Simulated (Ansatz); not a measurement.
## FeO (Wuestite) in Ansatz: the effect of strain

FeO (Wuestite):

```xyz
2
Lattice="0.0000 2.0692 2.1554 2.0692 0.0000 2.1554 2.0692 2.0692 0.0000" Properties=species:S:1:pos:R:3 pbc="T T T"
Fe    0.0000    0.0000    0.0000
O     2.0692    2.0692    2.1554
```

Alike in all runs:

| Property | Result |
| --- | --- |
| Program | Ansatz 0.2.0 |
| Task | single point |
| Functional | PBEsol |
| Potentials or basis | Ansatz PAW |
| Cutoff | 420 eV (not typed: the program's choice for these potentials) |
| k mesh | 9 × 9 × 9 |
| Occupations | fermi-dirac, width 0.05 eV |
| Spin | collinear spin, ferromagnetic start |
| Starting moments | [3.0, 0.0] μB |
| Kind of strain | biaxial |

```tsv
strain	pressure (GPa)
-0.04	7.5
-0.02	?
-0.01	-5.0
0	-8.5
0.01	-11.7
0.02	-14.5
0.04	-19.1
```

Task: What does the run with strain -0.02 give?

Result: Pressure -1.0 GPa.

Worked out: A parabola through the other rows of the pressure, of slope -401 GPa per unit of strain there, gives -1.2 GPa, against the run's -1.0.

Caveats: a cell with one magnetic atom can't hold antiferromagnetic order, which such compounds often take; the PAW data sets come from PBE, with cores solved anew for the run's functional, which leaves a small shift of forces and pressure.
